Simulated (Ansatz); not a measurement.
Ag under strain — quadrupolar parameters

The cell is a structure deposited in the COD, relaxed with PBE at fixed cell and then changed (z stretched by 2 %, ions relaxed).

```xyz
2
Lattice="2.9300 0.0000 0.0000 -1.4650 2.5375 0.0000 0.0000 0.0000 4.8858" Properties=species:S:1:pos:R:3 pbc="T T T"
Ag    0.0000    1.6916    1.2214
Ag    1.4650    0.8458    3.6643
```

Atoms are numbered from 1 in the order listed; like atoms form one site, named after its first atom.

All values are calculated (Ansatz; DFT, PBE, plane waves and PAW, scalar-relativistic, 420 eV cutoff, Γ-centred 18×18×10 k-points, Fermi–Dirac smearing 0.05 eV), not measured.

Conventions: |V_zz| ≥ |V_yy| ≥ |V_xx|, η = (V_xx − V_yy)/V_zz, C_Q = eQV_zz/h. Directions are in the Cartesian axes of the cell vectors above, for the atom listed; none is given where the gradient is under 0.02 or η is above 0.95.

```
site  first atom           first shell  V_zz (10²¹ V/m²)     η  direction of V_zz (x, y, z)
  Ag           1  12 Ag at 2.93–2.97 Å              0.11  0.00               0.00 0.00 1.00
```

An axis of threefold or higher order runs through Ag, so V_zz lies along it and η is zero.

With no gap above 0.1 eV, as in a metal, the gradients converge slowly in k; expect changes of a tenth or more on a denser mesh. Without spin–orbit coupling (the program notes it for Ag) the gradients can shift somewhat, as the gap is small.
